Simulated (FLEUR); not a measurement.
**Fe under changes of volume**

One of the cells (12.019 Å³/atom); the others are scaled copies at fixed shape and fractional positions:

```
Fe
1.0
    -1.44300    1.44300    1.44300
     1.44300   -1.44300    1.44300
     1.44300    1.44300   -1.44300
Fe
1
Direct
  0.00000 0.00000 0.00000
```

```yaml
Program: FLEUR MaX-R8.1 (later development tree)
Functional: PBE
Potentials_or_basis: all-electron
Basis: FLAPW
Kmax: 4.58 1/bohr
k_mesh: 13 × 13 × 13
Occupations: fermi-dirac, width 0.05 eV
Spin: collinear spin, ferromagnetic start
Starting_moments: "[3.0] μB"
```

| volume (Å³/atom) | energy over the lowest point (meV/atom) | moment (μB per cell) |
| --- | --- | --- |
| 11.298 | 0.00 | 2.12 |
| 11.538 | 3.08 | 2.15 |
| 11.778 | 11.63 | 2.19 |
| 12.019 | 24.51 | 2.25 |
| 12.259 | 40.47 | 2.32 |
| 12.499 | 59.30 | 2.40 |
| 12.740 | ? | ? |

Question: What does the run at 12.740 Å³/atom give?

Answer: Energy over the lowest point 79.11 meV/atom; moment 2.51 μB per cell.

Worked out: A Birch-Murnaghan fit of order 3 (a polynomial in V^(-2/3)) to the other rows has its minimum at 11.30 Å³/atom, just outside them, with B0 = V·E''(V) = 207 GPa (rough, since the energies scatter). It gives 79.99 meV/atom at 12.740 Å³/atom, against the run's 79.11. A parabola through the other rows of the moment, of slope 0.427 μB per Å³/atom there, extrapolates to 2.50 μB, against the run's 2.51.

Energies are extrapolated to zero smearing.
